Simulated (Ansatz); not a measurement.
# Stack of 2H-MoTe2 under alpha-Ga2S3 ferroelectric layer, upper layer turned by 180° in a perpendicular field, part 2 of 2

What dipole does a perpendicular field induce in the stack of 2H-MoTe2 under alpha-Ga2S3 ferroelectric layer, upper layer turned by 180°, and does the gap follow? A positive field points along +c.

Ansatz 0.2.0; plane-wave DFT, PBE-D3(BJ), Ansatz PAW.

So far. Step 2 (Relaxing the slab): The lattice constant a goes from 3.600 to 3.561 Å.

### Step 3. Atoms held, field 0, start network

A sawtooth potential applies the field, turning back in the middle of the vacuum. With the dipole correction the typed value is the field outside the slab. The induced dipole is small, so the SCF threshold is tight.

The cell differs from the one that the last finished run ended in (c 57.228 → 31.403 Å).

input.yaml

```yaml
crystal:
  lattice:
    - [3.5607960968, 0.0, 0.0]
    - [-1.7803980484, 3.0837398775, 0.0]
    - [0.0, 0.0, 31.4027144273]
  atoms:
    - { symbol: Te, position: [0.3333333333, 0.6666666667, 0.2865994282] }
    - { symbol: Mo, position: [0.0, 0.0, 0.3437689984] }
    - { symbol: Te, position: [0.3333333333, 0.6666666667, 0.4009233187] }
    - { symbol: S, position: [0.3333333333, 0.6666666667, 0.5227578622] }
    - { symbol: Ga, position: [0.0, 0.0, 0.5571997934] }
    - { symbol: S, position: [0.0, 0.0, 0.6272561794] }
    - { symbol: Ga, position: [0.6666666667, 0.3333333333, 0.6763721818] }
    - { symbol: S, position: [0.3333333333, 0.6666666667, 0.7134005718] }
kpoints:
  mp_grid: { grid: [18, 18, 1] }
  band_path:
    path: [[0, 0, 0], [0.5, 0, 0], [0.33333333, 0.33333333, 0], [0, 0, 0]]
    npoints: 16
hamiltonian:
  xc: pbe
  dispersion: d3bj
scf:
  occupations: { method: fermi_dirac, width: 0.02585 }
  convergence: { dr2_threshold: 1.0e-10 }
efield:
  axis: 3
  dipole_correction: true
  ramp_position: 0.97
  ramp_width: 0.06
  amplitude: 0
output:
  dos: { projected: true, e_range: [-6, 5] }
  write_potential: true
  write_density: true
  volumetric_format: npy
  elf: true
```

Run with:

```
$ ansatz run input.yaml --threads 4 --pin off --max-ram 8192MiB --backend cpu --events-out ev --progress --plain --runs-dir out
```

Numbers of over 12 decimals in the logs are rounded to 6 here.

Log:

```text
[...]
Crystal: 8 atoms, lattice volume = 344.820 Å³
Basis set: ecut = 420 eV, 6639 PW (Γ)
Bands: 54, of which v1, the nominal top of the filled ones, is band 45 counted from 1 (44 counted from 0)
Symmetry: 6 space group operations
[...]
k-points: 37 of 324 (time reversal used)
[...]
SCF iter   1: F=—  HF=-29194.493272 eV  |F-HF|=—  |Δ(HF+E_count)|=         —  Δρ=2.39e-3  dr2=2.58e-2  ethr=1.77e-3  p=-0.098 e·Å  D=-5.13e-2 V/Å  ΔV_dip=1.61 eV  dr2_dipole=1.89e-3  V_vac-E_F(+/−)=5.99/4.39 eV  ⟨swp⟩=10.9  Hψ=9246  notcnv=0  defer=10
efield: sawtooth ramp at fractional position 0.9700 (set: `efield.ramp_position`, or a place that a band, a saddle search or an elastic batch's reference lends), width 0.0600; the density the first Hamiltonian is built on has a dipole p = -0.098 e·Å; the dipole correction subtracts the counter field D = -5.13e-2 V/Å, which shifts the + side's vacuum level by +1.61 eV against the − side's; the planar-averaged density in the ramp window peaks in size at 1.8e-5 e/Å³
[...]
SCF iter   2: F=—  HF=-29194.496479 eV  |F-HF|=—  |Δ(HF+E_count)|=   3.21e-3  Δρ=1.43e-3  dr2=2.85e-2  ethr=2.87e-5  p=-0.084 e·Å  D=-4.41e-2 V/Å  ΔV_dip=1.39 eV  dr2_dipole=2.22e-3  V_vac-E_F(+/−)=5.88/4.50 eV  ⟨swp⟩=3.4  Hψ=4021  notcnv=0  defer=100
[...]
SCF iter  13: F=-29194.497046 eV  HF=-29194.497046 eV  |F-HF|=1.09e-11  |Δ(HF+E_count)|=  1.24e-10  Δρ=1.10e-7  dr2=4.51e-11  ethr=1.00e-12  p=-0.087 e·Å  D=-4.59e-2 V/Å  ΔV_dip=1.44 eV  dr2_dipole=3.81e-12  V_vac-E_F(+/−)=5.81/4.37 eV  ⟨swp⟩=11.9  Hψ=6759  notcnv=0
SCF 1 converged in 13 iterations: F = -29194.497046 eV  dr2 = 4.51e-11
[...]
NSCF: frozen V_eff on 49 k-points
efield: sawtooth ramp at fractional position 0.9700 (kept from the solve that this one continues, or follows in the run), width 0.0600; the density the first Hamiltonian is built on has a dipole p = -0.087 e·Å; the dipole correction subtracts the counter field D = -4.59e-2 V/Å, which shifts the + side's vacuum level by +1.44 eV against the − side's; the planar-averaged density in the ramp window peaks in size at 2.8e-6 e/Å³
[...]
SCF converged after 13 iterations
Free energy (F): -29194.497046 eV
[...]
Internal energy: -29194.497046 eV  (E = F + TS)
E sigma→0 (E₀):  -29194.497046 eV
Fermi energy:    2.421059 eV
Dipole field:    D = -0.045904 V/Å  (p = -0.087474 e·Å, saw-weighted, corrected)
Work function:   Φ+ = 5.8141 eV   Φ− = 4.3726 eV
Levels:          The Fermi level and band energies are counted from a zero that moves with the ramp; work functions are not
[...]
--- Band table (eV; the first three rows and the last of 37) ---
  k-point 0: bands = [... 41 lower, 1.2170, 1.3479, 1.3479, 1.5260, 3.4380, 4.7775, 4.9313, 4.9313, ... 5 higher]
  k-point 1: bands = [... 41 lower, 1.0755, 1.2746, 1.4439, 1.5234, 3.6211, 4.7426, 4.9395, 4.9545, ... 5 higher]
  k-point 2: bands = [... 41 lower, 0.9595, 1.1760, 1.4971, 1.5113, 3.9817, 4.3564, 4.4224, 4.8748, ... 5 higher]
  k-point 36: bands = [... 41 lower, -0.5245, 0.2361, 0.9878, 1.8908, 2.9464, 3.7467, 3.9601, 4.4055, ... 5 higher]
```

Run time: 40 s. Hardware: 4 threads of Intel Xeon at 2.70GHz, shared host; peak memory 1.3 GiB.

Numbers from this step:

```yaml
gap_on_the_k_mesh: 1.056 eV
dipole_along_the_normal: -0.08747 e·Å
gap_along_the_path: 1.056 eV
smallest_direct_gap_along_the_path: 1.056 eV
step_between_the_vacuum_levels: 1.442 eV
ionisation_energy_upper_face: 6.344 eV
electron_affinity_upper_face: 5.289 eV
ionisation_energy_lower_face: 4.903 eV
gap_the_smaller_of_path_and_mesh: 1.056 eV
```

Running mean over a fixed 2.8 Å (it still follows the layers) of the planar mean; the ramp of the sawtooth is left out. The electron's electrostatic potential energy less the Fermi level by z:

z (Å), electron's electrostatic potential energy less the Fermi level (eV) and a bar from the least value:
```
        4       4.37 ###########################
        5       4.37 ###########################
        6       4.28 ###########################
        7       2.97 ########################
        8       0.79 ###################
        9      -2.77 ###########
       10      -6.97 ##
       11      -8.00 
       12      -5.81 #####
       13      -1.16 ###############
       14       1.35 ####################
       15       1.01 ####################
       16      -3.23 ##########
       17      -5.96 ####
       18      -4.17 ########
       19      -2.89 ###########
       20      -3.56 ##########
       21      -5.35 ######
       22      -4.41 ########
       23      -0.70 ################
       24       3.81 ##########################
       25       5.70 ##############################
       26       5.81 ##############################
       27       5.81 ##############################
       28       5.81 ##############################
```

The density of states has structure finer than the step of the table below, so its rows give means over 0.25 eV, whole bins alone (the curve runs from -6 to 2.52 eV). Peaks (eV: height): -5.200: 12.2, -3.880: 13.2, -2.060: 14.0, -1.920: 12.5, -1.480: 14.4, 0.890: 13.5, 1.580: 19.5.

Table of density of states by energy, zero at the Fermi level of the run, which the smearing sets inside the gap; means over each step:

energy (eV), density of states (states/eV a cell) and a bar:
```
    -5.75        1.6 #####
    -5.50        2.2 ######
    -5.25        6.9 ####################
    -5.00        6.7 ####################
    -4.75        5.9 ##################
    -4.50        5.5 ################
    -4.25        3.1 #########
    -4.00        7.0 #####################
    -3.75        4.9 ##############
    -3.50        6.0 ##################
    -3.25        6.6 ###################
    -3.00        6.2 ##################
    -2.75        5.5 ################
    -2.50        4.2 #############
    -2.25        4.3 #############
    -2.00       10.2 ##############################
    -1.75        5.6 #################
    -1.50        7.6 ######################
    -1.25        5.8 #################
    -1.00        6.7 ####################
    -0.75        2.3 #######
    -0.50        0.3 #
    -0.25        0.0 
     0.00        0.0 
     0.25        0.0 
     0.50        0.2 #
     0.75        2.6 ########
     1.00        5.0 ###############
     1.25        5.6 #################
     1.50        8.4 #########################
     1.75        5.7 #################
     2.00        3.8 ###########
     2.25        5.3 ################
```

Projected DOS per atom over height of the atomic layer and energy from the Fermi level. Layers: Te Mo Te S Ga S Ga S from below.

Values in states/eV, 22 rows by 8 columns, each cell a mean:
```
0.38 0.48 0.39 0.42 0.71 0.36 0.33 0.20
0.52 0.92 0.53 0.67 0.98 0.35 0.46 0.36
0.87 2.04 0.82 0.52 0.82 0.27 0.59 0.36
0.53 2.56 0.52 0.21 0.34 0.08 0.28 0.17
0.48 2.66 0.48 0.05 0.10 0.02 0.08 0.05
0.00 0.07 0.00 0.00 0.00 0.00 0.00 0.00
0.00 0.00 0.00 0.00 0.00 0.00 0.00 0.00
0.00 0.05 0.00 0.00 0.00 0.00 0.00 0.00
0.40 1.61 0.43 0.01 0.00 0.10 0.00 0.09
0.79 1.97 0.80 0.08 0.03 1.33 0.07 1.01
0.81 1.12 0.83 0.14 0.07 1.54 0.13 1.83
1.42 1.85 1.39 0.24 0.13 0.92 0.20 2.28
0.54 1.01 0.51 0.22 0.06 0.75 0.21 0.98
0.67 1.25 0.66 0.47 0.09 0.84 0.28 0.86
0.93 1.19 0.91 0.98 0.14 0.91 0.39 0.79
1.04 0.83 0.80 1.53 0.25 0.79 0.39 0.66
1.10 0.97 1.25 1.49 0.33 0.46 0.28 0.44
0.37 0.25 0.36 1.15 0.34 0.35 0.21 0.33
0.80 0.68 0.76 1.22 0.43 0.82 0.41 0.61
1.10 0.92 1.20 1.30 0.60 1.10 0.49 0.47
0.50 0.39 0.55 0.61 0.33 0.53 0.29 0.28
0.18 0.12 0.19 0.33 0.16 0.08 0.10 0.10
```
Columns: height of the atomic layer (Å) from 9 to 22.4 (not evenly spaced); rows upwards: energy from the Fermi level (eV) from -5.96 to 2.5.

Electronic bands along the path, in eV, zero at the Fermi level of the run, which the smearing sets inside the gap:

```tsv
point	band 42	band 43	band 44	band 45	band 46	band 47	band 48	band 49
Γ	-1.20	-1.07	-1.07	-0.90	1.02	2.36	2.51	2.51
halfway	-1.59	-1.57	-1.26	-0.99	1.01	1.60	1.61	1.75
M	-1.88	-1.24	-1.22	-0.88	0.86	0.88	1.15	1.31
halfway	-2.34	-2.07	-1.48	-0.72	0.82	1.45	1.50	1.85
K	-2.95	-2.19	-1.43	-0.53	0.53	1.33	1.54	1.98
halfway	-1.86	-1.57	-1.28	-1.10	0.82	1.29	1.45	2.07
Γ	-1.20	-1.07	-1.07	-0.90	1.02	2.36	2.51	2.51
```

Electrostatic potential energy in the ca plane at fractional y = 1.000, with atoms of Mo and Ga and S within 0.2 Å of it. With pseudopotentials it is smooth inside the atoms' cores, unlike the true potential.

Ten even steps from '0' (-38 eV) to '9' (8 eV), each cell a mean:
```
98610002789999999999863333661111689999999999
98751025888999999999875445786335889999999999
88887678887889999999887778898888888888999999
67888888866789999998888889999999877888899999
56889998765689999998778899999999877778899999
77888888877789999998888888999999888888899999
88874357888899999999886557887667888899999999
98720004789999999999864334773003789999999999
98600001789999999999853333550220589999999999
```
Columns run along c (16.0 Å, from fractional 0.29 to 0.79 of the cell; values clipped at the 3rd and 97th percentile), rows up along a (3.6 Å). Atoms in or near the plane, at fractional coordinates: Mo at (0.34, 0.00), Ga at (0.56, 0.00), S at (0.63, 0.00).

Valence density in the ca plane at fractional y = 1.000, with atoms of Mo and Ga and S within 0.2 Å of it. It is the smooth field of the valence electrons, not physical close to the nuclei.

Ten steps, logarithmic in the rise over the least value, from '0' (0 e/Å³) to '9' (31 e/Å³), each cell a mean:
```
01246664110000000000014884223223210000000000
11124442111000000000012332112332100000000000
11111111111100000000111110001111101111100000
11111111111110000001111100000000011121100000
21110011112110000001111100000000011222110000
11111111111110000001111100000111111111100000
11112321111100000000111211111222100000000000
01135653110000000000013553123333210000000000
01246664110000000000015995223113210000000000
```
Columns run along c (16.0 Å, from fractional 0.29 to 0.79 of the cell), rows up along a (3.6 Å). Atoms in or near the plane, at fractional coordinates: Mo at (0.34, 0.00), Ga at (0.56, 0.00), S at (0.63, 0.00).

ELF in the ca plane at fractional y = 1.000, with atoms of Mo and Ga and S within 0.2 Å of it. It is the smooth field of the valence electrons, not physical close to the nuclei.

Ten even steps from '0' (0.00) to '9' (0.87), each cell a mean:
```
00000012226768522210000000112100269635862000
00011245433675335432100001233222358999951122
00135666653222356666420024666432235788632356
01467765565323565567730037888742101233222478
02478765565434565568730047888742000011112479
01356766664222466667620036777642113566422368
00123456642343246554310012454322247899842234
00000123325887423321000000122111268878962001
00000012237747622210000000012010269502872000
```
Columns run along c (16.0 Å, from fractional 0.21 to 0.72 of the cell), rows up along a (3.6 Å). Atoms in or near the plane, at fractional coordinates: Mo at (0.34, 0.00), Ga at (0.56, 0.00), S at (0.63, 0.00).

The gap is 1.06 eV, with the valence edge 6.34 eV and the conduction edge 5.29 eV under the upper vacuum level. Spin-orbit coupling, left out in this run, matters for the bands of elements this heavy.

### Step 4. Atoms held, field 0.1 V/Å

input.yaml, as its differences from that of step 3:

```diff
@@ -28,7 +28,6 @@
   dipole_correction: true
-  ramp_position: 0.97
-  ramp_width: 0.06
-  amplitude: 0
+  ramp_position: 0.9602
+  ramp_width: 0.0691
+  amplitude: 0.1
 output:
-  dos: { projected: true, e_range: [-6, 5] }
   write_potential: true
@@ -36,2 +35 @@
   volumetric_format: npy
-  elf: true
```

Log:

```text
[...]
Crystal: 8 atoms, lattice volume = 344.820 Å³
Basis set: ecut = 420 eV, 6639 PW (Γ)
Bands: 54, of which v1, the nominal top of the filled ones, is band 45 counted from 1 (44 counted from 0)
Symmetry: 6 space group operations
[...]
k-points: 37 of 324 (time reversal used)
[...]
k-point 0: bands = [... 41 lower, 1.3054, 1.4446, 1.4446, 1.4478, 3.4991, 4.8473, 4.8473, 4.8693, ... 5 higher]
  k-point 1: bands = [... 41 lower, 1.1415, 1.3650, 1.4472, 1.5375, 3.6825, 4.6582, 4.8691, 4.8867, ... 5 higher]
  k-point 2: bands = [... 41 lower, 1.0483, 1.0964, 1.4198, 1.6038, 4.0378, 4.2689, 4.3473, 4.7909, ... 5 higher]
  k-point 36: bands = [... 41 lower, -0.4331, 0.1585, 1.0851, 1.8070, 2.8626, 3.6919, 4.0097, 4.3218, ... 5 higher]
[key lines of the parts left out:]
SCF converged after 19 iterations
Free energy (F): -29194.492519 eV
Fermi energy:    2.337281 eV
Dipole field:    D = -0.001609 V/Å  (p = -0.003066 e·Å, saw-weighted, corrected)
```

Run time: 46 s. Hardware: 4 threads; peak memory 1.2 GiB; 2.9 min of CPU time.

The dipole is -0.00307 e·Å, 0.0844 e·Å from its value without field, and the gap 1.056 eV.

### Step 5. Atoms held, field -0.1 V/Å

input.yaml, as its differences from that of step 4:

```diff
@@ -30,3 +30,3 @@
   ramp_width: 0.0691
-  amplitude: 0.1
+  amplitude: -0.1
 output:
```

Log:

```text
[...]
Crystal: 8 atoms, lattice volume = 344.820 Å³
Basis set: ecut = 420 eV, 6639 PW (Γ)
Bands: 54, of which v1, the nominal top of the filled ones, is band 45 counted from 1 (44 counted from 0)
Symmetry: 6 space group operations
[...]
k-points: 37 of 324 (time reversal used)
[...]
k-point 0: bands = [... 41 lower, 1.1421, 1.2673, 1.2673, 1.6194, 3.3917, 4.7002, 5.0289, 5.0289, ... 5 higher]
  k-point 1: bands = [... 41 lower, 1.1702, 1.1999, 1.3656, 1.6166, 3.5744, 4.8392, 4.8644, 5.0535, ... 5 higher]
  k-point 2: bands = [... 41 lower, 0.8832, 1.2723, 1.4339, 1.5903, 3.9366, 4.4550, 4.5173, 4.9723, ... 5 higher]
  k-point 36: bands = [... 41 lower, -0.6006, 0.3279, 0.9064, 1.9885, 3.0442, 3.7672, 3.9731, 4.5031, ... 5 higher]
[key lines of the parts left out:]
SCF converged after 17 iterations
Free energy (F): -29194.510014 eV
Fermi energy:    2.518803 eV
Dipole field:    D = -0.090203 V/Å  (p = -0.171889 e·Å, saw-weighted, corrected)
```

Wall time 45 s (4 threads); peak memory 1.2 GiB; 2.9 min of CPU time.

The dipole is -0.172 e·Å, -0.0844 e·Å from its value without field, and the gap 1.056 eV.

### Step 6. Response, atoms held

This step: plane-wave DFT, PBE-D3(BJ), Ansatz PAW; response to a field along the normal, atoms held (Ansatz 0.2.0).

The dipoles give the slope, and the difference of two potentials shows where the field is screened.

This step gave:

| Item | Value |
| --- | --- |
| equivalent conductor thickness p/(ε₀AE) | 13.91 Å |
| distance between the outer atoms | 13.40 Å |

Dipole of the cell against applied field:

```tsv
applied field (V/Å)	dipole of the cell (e·Å)
-0.1000	-0.172
0.0000	-0.0875
0.1000	-0.00307
```

Local field over the applied field, running mean. From the potentials at -0.1 and 0.1 V/Å; running mean over 2.8 Å. Local field over applied field against z:

z (Å), local field over applied field and a bar:
```
      4.5      0.996 ##############################
      5.0      0.988 ##############################
      5.5      0.968 #############################
      6.0      0.923 ############################
      6.5      0.833 #########################
      7.0      0.697 #####################
      7.5      0.542 ################
      8.0      0.382 ###########
      8.5      0.233 ######
      9.0      0.121 ###
      9.5      0.063 #
     10.0      0.041 
     10.5      0.030 
     11.0      0.029 
     11.5      0.037 
     12.0      0.053 #
     12.5      0.097 ##
     13.0      0.188 #####
     13.5      0.301 ########
     14.0      0.394 ###########
     14.5      0.436 #############
     15.0      0.426 ############
     15.5      0.363 ##########
     16.0      0.263 #######
     16.5      0.176 #####
     17.0      0.126 ###
     17.5      0.107 ##
     18.0      0.102 ##
     18.5      0.097 ##
     19.0      0.086 ##
     19.5      0.078 ##
     20.0      0.071 #
     20.5      0.064 #
     21.0      0.065 #
     21.5      0.092 ##
     22.0      0.144 ####
     22.5      0.234 ######
     23.0      0.371 ###########
     23.5      0.535 ################
     24.0      0.696 #####################
     24.5      0.837 #########################
     25.0      0.931 ############################
     25.5      0.975 #############################
     26.0      0.992 ##############################
     26.5      0.997 ##############################
     27.0      0.999 ##############################
```

Electrons, planar mean, per unit field. The induced electron density by z:

```tsv
z (Å)	induced electron density (e/Å³ per V/Å)
4.5	1.6e-5
5.0	4.7e-5
5.5	1.3e-4
6.0	3.3e-4
6.5	8.1e-4
7.0	0.00180
7.5	0.00311
8.0	0.00292
8.5	8.9e-4
9.0	6.7e-4
9.5	3.3e-4
10.0	-4.1e-4
10.5	-2.4e-4
11.0	2.3e-4
11.5	3.9e-4
12.0	-2.6e-4
12.5	-4.2e-4
13.0	-7.5e-4
13.5	-0.00242
14.0	-0.00265
14.5	-8.0e-4
15.0	0.00144
15.5	0.00308
16.0	0.00178
16.5	6.8e-4
17.0	-1.9e-4
17.5	-0.00148
18.0	-1.2e-4
18.5	0.00118
19.0	3.3e-4
19.5	8.1e-4
20.0	-4.9e-4
20.5	-0.00163
21.0	6.7e-4
21.5	0.00108
22.0	-5.4e-4
22.5	-9.4e-4
23.0	-0.00285
23.5	-0.00345
24.0	-0.00191
24.5	-7.7e-4
25.0	-2.7e-4
25.5	-8.9e-5
26.0	-2.7e-5
26.5	-7.7e-6
27.0	-2.1e-6
```

The smaller of the gaps on the path and on the k-mesh, counted as 0 under 0.03 eV. The gap stays at 1.06 eV for applied field from -0.1 to 0.1 V/Å.

By hand: between -0.1 and 0.1 V/Å the dipole changes by 0.1688 e·Å, a slope of 0.8441 e·Å²/V. A perfect conductor of thickness t has p = ε₀AEt, so t = 180.95 × 0.8441 / 10.981 = 13.91 Å (e/ε₀ = 180.95 V·Å, A in Å²).

The induced dipole is that of a conductor 13.91 Å thick.

### Step 7. Outcome

| Quantity | Value |
| --- | --- |
| gap without field | 1.06 eV |
| ionisation energy, upper face | 6.34 eV |
| electron affinity, upper face | 5.29 eV |
| step between the vacuum levels | 1.44 eV |
| equivalent conductor thickness, atoms held | 13.9 Å |

In words: The induced dipole equals that of a perfect conductor 13.91 Å thick, while the outer atoms lie 13.40 Å apart; an out-of-plane ε follows only once a thickness t is chosen, by 1 − 1/ε = 13.91 Å / t. The two faces differ: the vacuum level above lies 1.44 eV higher than the one below. The gap stays within 0.01 eV of 1.06 eV over the fields run, up to 0.1 V/Å in size. Semilocal functionals give gaps that are too small, and excitons are not included. Spin-orbit coupling is left out, which matters for the bands of elements this heavy.

[Logs are printed without paths, hosts, clocks, repeated set-up lines and the standing remarks that a program may print on its own settings, such as how far it seeks lower states.]

[Hosts, paths, dates, database ids (printed as entryN), source tags and the programs' standing remarks are cut or masked in the printed files.]

[Maps of the electrostatic potential energy from Ansatz leave out the sawtooth potential of an applied field or a dipole correction, so their vacuum need not be flat; planar profiles and work functions include it.]

[The density of states shown here was stored with 400 of the rows of the run's finer table, so its peaks can read low, often by over a quarter, or be missed, and its means over a window can be off by a tenth or more.]
